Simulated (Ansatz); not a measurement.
## ²⁵Mg NMR of the central transition in MgF2

Cell: a Materials Project structure (computed, not necessarily an observed phase), whose atoms a relaxation with PBE at fixed cell left in place.

Space group P4_2/mnm (No. 136); a = 4.6152, c = 3.0478 Å.

| site | Wyckoff | site symmetry | x | y | z |
| --- | --- | --- | --- | --- | --- |
| Mg | 2a | m.mm | 0.5000 | 0.5000 | 0.5000 |
| F | 4f | m.2m | 0.6971 | 0.6971 | 0.0000 |

One atom of each set is listed.

The numbers come from a DFT calculation in Ansatz (PBE, plane waves and PAW, scalar-relativistic, 420 eV cutoff, Γ-centred 7×7×11 k-points, Fermi–Dirac smearing 0.01 eV).

²⁵Mg has I = 5/2 and Q = 199.4 mb (Pyykkö 2018); at 14.1 T its Larmor frequency is ν₀ = 36.8 MHz. Only the quadrupole interaction is simulated: positions count from each site's isotropic chemical shift, and J coupling is left out, as are shift anisotropy and dipolar coupling, which fast spinning averages.

(1) Simulate the second-order pattern (fast magic-angle spinning, Gaussian broadening 0.2 kHz) of site Mg (6 F at 1.98–1.99 Å).

Answers

(1) The calculation gives C_Q = 3.61 MHz and η = 0.19, so ν_Q = 0.542 MHz and the centre of gravity lies at -58.5 ppm (-2.15 kHz).

```
offset (kHz)  height
      -5.585       0
      -5.411       2
      -5.237       6
      -5.064       7
      -4.890       7
      -4.716       7
      -4.543       8
      -4.369       8
      -4.195       8
      -4.022       8
      -3.848       9
      -3.674      21
      -3.501      45
      -3.327      62
      -3.153      86
      -2.980      76
      -2.806      61
      -2.632      55
      -2.459      53
      -2.285      52
      -2.111      52
      -1.938      53
      -1.764      55
      -1.590      59
      -1.417      66
      -1.243      82
      -1.069     100
      -0.896      81
      -0.722      65
      -0.548      42
      -0.375       6
      -0.201       0
```

At this cell the PBE pressure is 5 GPa, so with PBE the cell would grow if it were relaxed. The entry's cell may itself be off.
